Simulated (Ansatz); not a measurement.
Level of theory: Ansatz 0.2.0, DFT PBE, scalar-relativistic, plane waves, PAW. All cells share a 420 eV cutoff and Γ-centred k meshes spaced at most about 0.3 Å⁻¹ (2π included). No spin polarisation.

These are static total energies at zero pressure.

Two relaxed structures of Si4S:

A.

```yaml
crystal:
  lattice:
    - [3.63861, 0.00000, 0.00000]
    - [0.00000, 3.90884, 0.00000]
    - [0.00000, 0.00000, 16.16100]
  atoms:
    - { symbol: Si, position: [0.75000, 0.00000, 0.29882] }
    - { symbol: Si, position: [0.75000, 0.50000, 0.21674] }
    - { symbol: Si, position: [0.25000, 0.00000, 0.70118] }
    - { symbol: Si, position: [0.25000, 0.50000, 0.78326] }
    - { symbol: Si, position: [0.75000, 0.50000, 0.87256] }
    - { symbol: Si, position: [0.75000, 0.00000, 0.95545] }
    - { symbol: Si, position: [0.25000, 0.00000, 0.04455] }
    - { symbol: Si, position: [0.25000, 0.50000, 0.12744] }
    - { symbol: S, position: [0.25000, 0.00000, 0.37905] }
    - { symbol: S, position: [0.75000, 0.00000, 0.62095] }
```

B.

```yaml
crystal:
  lattice:
    - [3.38498, -1.93796, 0.00000]
    - [3.38498, 1.93796, 0.00000]
    - [-2.25703, 0.00000, 7.90998]
  atoms:
    - { symbol: Si, position: [0.85604, 0.30947, 0.25240] }
    - { symbol: Si, position: [0.69053, 0.14396, 0.74760] }
    - { symbol: Si, position: [0.32331, 0.78017, 0.65023] }
    - { symbol: Si, position: [0.21983, 0.67669, 0.34977] }
    - { symbol: S, position: [0.99846, 0.00154, 0.00000] }
```

Problem. Which would you expect to be lower, and how large is the difference?

Solution. A is lower, by 55 meV/atom. A has space group Pmma (No. 51), 23.0 Å³/atom and a gap of 0.26 eV on its mesh; B has space group C2 (No. 5), 20.8 Å³/atom and a gap of 0.45 eV. A and B both hold Si–Si nets. In A, Si on its first site has 2 S at 2.23 Å and 2 Si at 2.36 Å; around Si on its second site lie 4 Si at 2.32–2.36 Å; S has 2 Si at 2.23 Å; 2 more sites not described. In B, Si on its first site has 1 S at 2.18 Å and 3 Si at 2.37–2.38 Å; Si on its second site has 4 Si at 2.37–2.38 Å; S is surrounded by 2 Si at 2.18 Å. Origin: A, invented; B, invented, then shaken at random and relaxed again.

No dispersion correction is applied, so the spacing and binding between layers, chains or molecules are poorly described (Pmma), and this can change margins and order among such cells. Kohn–Sham gaps at this level usually fall short of measured ones. Cells relaxed within their symmetry can be saddle points.
